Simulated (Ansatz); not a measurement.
CaS: from a migration barrier to a jump rate

Computed with Ansatz 0.2.0, DFT PBEsol, scalar-relativistic, plane waves, PAW. Cutoff 420 eV, Γ-centred 4×4×4 k-points, Gaussian smearing of 0.05 eV. No spin polarisation.

In a supercell of 16 sites an atom of Ca jumps into a neighbouring Ca vacancy, a = 3.98 Å from site to site in the perfect crystal, with a cell charge of -2 (uniform background, no finite-size correction). A nudged elastic band with 7 inner images puts the highest image 2.103 eV above the start and 2.103 eV above the end. Take it as the barrier; the order of the saddle wasn't checked, and the cell is small.

Question: With an assumed attempt frequency of 10¹³ s⁻¹, how often does the jump happen, and how fast does the vacancy diffuse?

Answer: Transition-state theory gives Γ = ν exp(−E/k_BT), and one such jump direction contributes Γa²/6 to the vacancy's diffusion coefficient averaged over directions:

| T (K) | E/k_BT | Γ (1/s) | Γa²/6 (cm²/s) |
| --- | --- | --- | --- |
| 300 | 81.4 | 4.6 × 10^-23 | 1.2 × 10^-38 |
| 600 | 40.7 | 2.1 × 10^-5 | 5.7 × 10^-21 |
| 1000 | 24.4 | 2.5 × 10^2 | 6.6 × 10^-14 |
| 1500 | 16.3 | 8.6 × 10^5 | 2.3 × 10^-10 |

The rate reaches one jump a second at T = E/(k_B ln 10¹³) = 815 K. The number of equivalent jumps multiplies D if they link up through the crystal; a hop between two sites alone gives no long-range diffusion, which then waits on a higher barrier. In either case the atoms' own diffusion carries the vacancy concentration and a correlation factor besides. Rows above the melting point are formal, and so are rows where E/k_BT falls under about 3, since the theory needs rare jumps.

Question: How much does an error of 0.1 eV in the barrier matter?

Answer: It multiplies the rate by exp(0.1 eV/k_BT): 48 at 300 K and 3.2 at 1000 K, more than the usual doubt about ν at low temperature.

Cost: 1 run of about 53 core-minutes, on Arm Neoverse V1 (shared hosts).